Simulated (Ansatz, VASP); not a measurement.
One calculation of Cd, two programs

```
Cd
1.0
     0.00000    2.06308    2.06308
     2.06308    0.00000    2.06308
     2.06308    2.06308    0.00000
Cd
1
Direct
  0.00000 0.00000 0.00000
```

Alike in both runs: task single point; functional LDA; k mesh 14 × 14 × 14; occupations fermi-dirac, width 0.1 eV; no spin polarisation.

|  | VASP | Ansatz |
| --- | --- | --- |
| version | VASP 6.6.1 | Ansatz 0.2.0 |
| potentials or method | VASP PAW LDA potentials, release 64 (Cd) | plane waves (420 eV) with PAW, scalar-relativistic |
| plane-wave cutoff (eV) | 520 | 420 |
| valence electrons in the cell | 12 | 20 |

```tsv
	VASP	Ansatz	Ansatz less VASP
pressure (GPa)	14.0	12.8	-1.19
```

The two sets of potentials don't hold the same shells in valence. Ansatz warned: «pseudo_functional_mismatch».
